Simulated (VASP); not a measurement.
Set up this calculation in VASP 6.6.1, as the native input.

| Quantity | Value |
| --- | --- |
| Task | band structure |
| Functional | PBEsol |
| Potentials or basis | VASP PAW PBE potentials, release 64 (S, Be) |
| Cutoff | 520 eV |
| k mesh | 10 × 10 × 10 |
| Occupations | gaussian, width 0.02 eV |
| Spin | no spin polarisation |
| Ladder | free |
| Further INCAR settings | ALGO = Normal; EDIFF = 1e-06; NBANDS = 11 |

Crystal: BeS.

```
CELL_PARAMETERS angstrom
0.00000 2.42500 2.42500
2.42500 0.00000 2.42500
2.42500 2.42500 0.00000
ATOMIC_POSITIONS crystal
S 0.75000 0.75000 0.75000
Be 0.00000 0.00000 0.00000
```

One way to write it, as run:

POSCAR

```
BeS
1.0
    0.0000000000      2.4250000000      2.4250000000
    2.4250000000      0.0000000000      2.4250000000
    2.4250000000      2.4250000000      0.0000000000
S Be
1 1
Direct
    0.7500000000      0.7500000000      0.7500000000
    0.0000000000      0.0000000000      0.0000000000
```

INCAR.step1

```
ALGO = Normal
EDIFF = 1E-6
ENCUT = 520
GGA = PS
ISIF = 2
ISMEAR = 0
LASPH = T
LCHARG = T
LREAL = F
LWAVE = F
NBANDS = 11
NELM = 60
PREC = Accurate
SIGMA = 0.02
```

KPOINTS.step1

```
k-points
0
Gamma
  10 10 10
```

INCAR.step2

```
ALGO = Normal
EDIFF = 1E-6
ENCUT = 520
GGA = PS
ICHARG = 11
ISIF = 2
ISMEAR = 0
LASPH = T
LCHARG = F
LREAL = F
LWAVE = F
NBANDS = 11
NELM = 60
PREC = Accurate
SIGMA = 0.05
```

KPOINTS.step2

```
path GXWKGLUWLK,UX
20
line-mode
reciprocal
 0.0000000000  0.0000000000  0.0000000000  G
 0.5000000000  0.0000000000  0.5000000000  X

 0.5000000000  0.0000000000  0.5000000000  X
 0.5000000000  0.2500000000  0.7500000000  W

 0.5000000000  0.2500000000  0.7500000000  W
 0.3750000000  0.3750000000  0.7500000000  K

 0.3750000000  0.3750000000  0.7500000000  K
 0.0000000000  0.0000000000  0.0000000000  G

 0.0000000000  0.0000000000  0.0000000000  G
 0.5000000000  0.5000000000  0.5000000000  L

 0.5000000000  0.5000000000  0.5000000000  L
 0.6250000000  0.2500000000  0.6250000000  U

 0.6250000000  0.2500000000  0.6250000000  U
 0.5000000000  0.2500000000  0.7500000000  W

 0.5000000000  0.2500000000  0.7500000000  W
 0.5000000000  0.5000000000  0.5000000000  L

 0.5000000000  0.5000000000  0.5000000000  L
 0.3750000000  0.3750000000  0.7500000000  K

 0.6250000000  0.2500000000  0.6250000000  U
 0.5000000000  0.0000000000  0.5000000000  X
```

Potentials or basis: VASP PAW PBE potentials, release 64 (S, Be).

Command:

```console
$ cat potpaw_PBE.64/S/POTCAR potpaw_PBE.64/Be/POTCAR > POTCAR
$ cp INCAR.step1 INCAR
$ cp KPOINTS.step1 KPOINTS
$ mpirun -np 1 vasp_std > vasp.out
$ cp INCAR.step2 INCAR
$ cp KPOINTS.step2 KPOINTS
$ mpirun -np 1 vasp_std > vasp.out
```

It gave:

| Item | Value |
| --- | --- |
| Band gap on the k mesh | 2.93 eV, indirect (least direct gap 5.60 eV) |
| Band gap along the path | 2.93 eV, indirect (least direct gap 5.55 eV) |

Caveat: the log is that of the step along the path at fixed density, whose energy, stress, charges and moments have no meaning.

Run time: 28 s on 1 thread of Intel(R) Xeon(R) Platinum 8559C (Emerald Rapids), with other jobs on the host, peak memory 0.18 GiB.
